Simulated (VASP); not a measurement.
Input for VASP

File POSCAR:
```
AlSb
1
    0.0000000000     3.0700000000     3.0700000000
    3.0700000000     0.0000000000     3.0700000000
    3.0700000000     3.0700000000     0.0000000000
Al Sb
1 1
Direct
  0.0000000000   0.0000000000   0.0000000000
  0.2500000000   0.2500000000   0.2500000000
```

**INCAR**
```
SYSTEM = AlSb
PREC = Accurate
ENCUT = 520
EDIFF = 1E-6
NELM = 60
ALGO = Normal
LREAL = .FALSE.
LASPH = .TRUE.
ISMEAR = 0
SIGMA = 0.05
GGA = PE
LMAXMIX = 4
LWAVE = .FALSE.
LCHARG = .FALSE.
ISIF = 2
```

KPOINTS:
```
Automatic mesh
0
Gamma
6 6 6
0 0 0
```

POTCAR, in this order: Sb Al (PBE.64 set). Program: vasp_std.

What VASP printed:

### standard output
```
 POSCAR found type information on POSCAR AlSb
 POSCAR found :  2 types and       2 ions
 Reading from existing POTCAR
 Reading from existing POTCAR
 WARNING: type information on POSCAR and POTCAR are incompatible
 POTCAR overwrites the type information in POSCAR
 typ   1 type information:  Al Sb
 WARNING: type information on POSCAR and POTCAR are incompatible
 POTCAR overwrites the type information in POSCAR
 typ   2 type information:  Sb Al
 LDA part: xc-table for (Slater+PW92), standard interpolation
 POSCAR, INCAR and KPOINTS ok, starting setup
 WAVECAR not read
 entering main loop
       N       E                     dE             d eps       ncg     rms          rms(c)
DAV:   1     0.123965772710E+02    0.12397E+02   -0.27432E+03   256   0.731E+02
DAV:   2    -0.775101445590E+01   -0.20148E+02   -0.19752E+02   344   0.819E+01
DAV:   3    -0.826257268074E+01   -0.51156E+00   -0.46444E+00   352   0.135E+01
DAV:   4    -0.826618186925E+01   -0.36092E-02   -0.36092E-02   392   0.126E+00
DAV:   5    -0.826620096458E+01   -0.19095E-04   -0.19095E-04   336   0.706E-02    0.346E+00
DAV:   6    -0.820042521563E+01    0.65776E-01   -0.89058E-02   296   0.146E+00    0.216E+00
DAV:   7    -0.817937325869E+01    0.21052E-01   -0.92849E-02   296   0.166E+00    0.406E-01
DAV:   8    -0.818020377171E+01   -0.83051E-03   -0.64570E-03   256   0.476E-01    0.105E-01
DAV:   9    -0.818053268122E+01   -0.32891E-03   -0.61289E-04   328   0.166E-01    0.354E-02
DAV:  10    -0.818054452930E+01   -0.11848E-04   -0.21658E-05   376   0.278E-02    0.194E-02
DAV:  11    -0.818057124656E+01   -0.26717E-04   -0.51290E-05   272   0.484E-02    0.188E-03
DAV:  12    -0.818057159020E+01   -0.34364E-06   -0.34805E-07   320   0.484E-03
   1 F= -.81805716E+01 E0= -.81805716E+01  d E =-.836331E-13
```

**OUTCAR**
```
------------------------ aborting loop because EDIFF is reached ----------------------------------------
  FORCE on cell =-STRESS in cart. coord.  units (eV):
  Direction    XX          YY          ZZ          XY          YZ          ZX
  --------------------------------------------------------------------------------------
  Total        0.8904891      0.8904891      0.8904891      0.0000000     -0.0000000     -0.0000000
  in kB       24.6543785     24.6543785     24.6543785      0.0000000     -0.0000000     -0.0000000
  external PRESSURE =      24.6543785 kB  Pullay stress =       0.0000000 kB
  volume of cell :       57.87
      direct lattice vectors                 reciprocal lattice vectors
     0.000000000  3.070000000  3.070000000    -0.162866450  0.162866450  0.162866450
     3.070000000  0.000000000  3.070000000     0.162866450 -0.162866450  0.162866450
     3.070000000  3.070000000  0.000000000     0.162866450  0.162866450 -0.162866450
 POSITION                                       TOTAL-FORCE (eV/Angst)
 -----------------------------------------------------------------------------------
      0.00000      0.00000      0.00000         0.000000      0.000000      0.000000
      1.53500      1.53500      1.53500        -0.000000     -0.000000     -0.000000
 -----------------------------------------------------------------------------------
    total drift:                                0.000000      0.000000      0.000000
  FREE ENERGIE OF THE ION-ELECTRON SYSTEM (eV)
  ---------------------------------------------------
  free  energy   TOTEN  =        -8.1805715902 eV

  energy  without entropy=       -8.1805715902  energy(sigma->0) =       -8.18057159
```
(Selected blocks of OUTCAR.)

### Question
Read the log: what went wrong, and how is it fixed?

### Answer
The cause: POTCAR lists the elements in another order than POSCAR. The run ends without an error. Against the sound run, the pressure hardly moves; the band gap hardly moves. To mend it, use POTCAR Al Sb of the PBE.64 set.

The mended run (PBE GGA, plane waves, VASP's PBE PAW potentials (set 64)) converges, and its OSZICAR ends with
```
   1 F= -.81805716E+01 E0= -.81805716E+01  d E =-.836404E-13
```

The compound is AlSb in the zinc blende structure. The cell was not relaxed at this level.
